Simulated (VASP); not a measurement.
# TiSi: single point with PBEsol

Crystal: TiSi.

```xyz
2
Lattice="1.8056 -2.0673 0.0000 1.8056 2.0673 0.0000 0.0000 0.0000 3.7874" Properties=species:S:1:pos:R:3 pbc="T T T"
Ti    1.8056    0.0000    0.0000
Si    0.0000    0.0000    1.8937
```

The cell comes from a database or a generator and needn't be the stable form of this composition.

The cell isn't the ideal one: cell and atoms relaxed by PAW.

```json
{"Program": "VASP 6.6.1", "Task": "single point", "Functional": "PBEsol", "Potentials or basis": "VASP PAW PBE potentials, release 64 (Ti_sv, Si)", "Cutoff": "520 eV", "k mesh": "12 × 12 × 10", "Occupations": "fermi-dirac, width 0.1 eV", "Spin": "no spin polarisation", "Dipole correction": "no", "Further INCAR settings": "ALGO = Normal; EDIFF = 1e-07; NBANDS = 15"}
```

* Pressure: 0.0 GPa
* Band gap on the k mesh: none (metal or under the smearing width)

Stress tensor (GPa, compression positive):
```
 0.03  0.00  0.00
 0.00 -0.06  0.00
 0.00  0.00  0.13
```

Levels at points of the mesh, in eV from the Fermi level:
```tsv
k point	band 6	band 7	band 8	band 9	band 10	band 11
(0.00, 0.00, 0.00)	-2.57	-1.80	-1.26	1.76	2.38	3.10
(0.50, 0.00, 0.00)	-6.54	-3.04	-0.86	1.65	2.45	4.44
(0.50, 0.50, 0.00)	-3.75	-1.69	-1.36	-0.97	-0.44	2.94
(0.00, 0.00, 0.50)	-6.65	-0.95	0.48	0.73	1.69	3.17
(0.50, 0.00, 0.50)	-5.00	-2.64	-1.78	1.36	1.81	1.97
(0.50, 0.50, 0.50)	-3.99	-3.58	-2.89	2.20	2.48	2.81
```

Wall time 32 s on 1 thread of Intel(R) Xeon(R) 6975P-C (Granite Rapids) (shared host), peak memory 0.22 GiB.

Caveat: the PAW data sets were made with another functional, which shifts forces and pressure a little.
